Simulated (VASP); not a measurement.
Wanted: the native input for a VASP 6.6.1 run.

* Task: electrostatic potential
* Functional: PBEsol
* Potentials or basis: VASP PAW PBE potentials, release 64 (Al)
* Cutoff: 520 eV
* k mesh: 18 × 18 × 18
* Occupations: methfessel-paxton, width 0.1 eV
* Spin: no spin polarisation
* Further INCAR settings: ALGO = Fast; EDIFF = 1e-06

The structure of Al lies in POSCAR:

```
Al                                      
1.0
   -0.0000000000      2.0078093778      2.0078093778
    2.0078093778     -0.0000000000      2.0078093778
    2.0078093778      2.0078093778     -0.0000000000
  Al            
     1
Direct
     0.0000000000000000    1.0000000000000000    1.0000000000000000
```

The cell was built by a generator and needn't be a form met in nature.

These files were run (other wordings do the same):

INCAR

```
PREC = Accurate
ENCUT = 520
EDIFF = 1E-6
ISMEAR = 1
SIGMA = 0.1
LREAL = F
LASPH = T
NELM = 80
ALGO = Fast
ISIF = 2
LWAVE = F
LCHARG = T
GGA = PS
LVHAR = T
```

KPOINTS

```
Automatic mesh
0
Gamma
  18 18 18
```

Potentials or basis: VASP PAW PBE potentials, release 64 (Al).

The run is started by

```bash
$ cat potpaw_PBE.64/Al/POTCAR > POTCAR
$ mpirun -np 1 vasp_std > vasp.out
```

It gave:

| Item | Value |
| --- | --- |
| Pressure | 0.0 GPa |
| Band gap on the k mesh | none (metal or under the smearing width) |

Caveat: the PAW data sets were made with another functional, which shifts forces and pressure a little.

It took 4.4 s on 1 thread of Intel(R) Xeon(R) 6975P-C (Granite Rapids) (shared host), peak memory 0.13 GiB.
